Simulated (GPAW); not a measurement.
The system is MoS2.

```
Mo S
1.0
     3.22746    0.00000    0.00000
    -1.61373    2.79507    0.00000
     0.00000    0.00000    6.31247
Mo S
1 2
Direct
  0.00000 0.00000 0.50000
  0.66667 0.33333 0.74468
  0.33333 0.66667 0.25532
```

Measurements of this composition are mostly on another form, of space group No. 194.

| Quantity | Value |
| --- | --- |
| Program | GPAW 26.7.0 |
| Task | single point |
| Functional | PBE |
| Potentials or basis | GPAW PAW data sets (gpaw-data 1.2.1) |
| Cutoff | 600 eV |
| Basis | pw |
| k mesh | 9 × 9 × 4 |
| Occupations | fermi-dirac, width 0.05 eV |
| Spin | no spin polarisation |

On this cell: pressure 1.0 GPa; largest force 0.288 eV/Å; band gap on the k mesh none (metal or under the smearing width).

The same run follows on a disturbed copy (atoms moved at random, drawn with an rms of 0.05 Å):

```xyz
3
Lattice="3.2275 0.0000 0.0000 -1.6137 2.7951 0.0000 0.0000 0.0000 6.3125" Properties=species:S:1:pos:R:3 pbc="T T T"
Mo    0.0102   -0.0511    3.1518
S     1.5961    0.9007    4.7232
S    -0.0311    1.9199    1.5943
```

Question: What changes?

Answer: The energy (extrapolated to zero smearing) moves by +8.7 meV/atom; pressure -0.3 GPa; largest force 0.569 eV/Å; band gap on the k mesh none (metal or under the smearing width).

Forces on the atoms (eV/Å):
```
Mo  -0.259  0.379  0.266
S    0.052  0.132 -0.123
S    0.206 -0.511 -0.142
```

Stress tensor (GPa, compression positive):
```
 0.10 -0.43 -0.66
-0.43 -1.79  2.75
-0.66  2.75  0.65
```

Caveats: this functional lacks dispersion, which binds the layers, so the pressure and a relaxed spacing across them are unreliable (some runs).
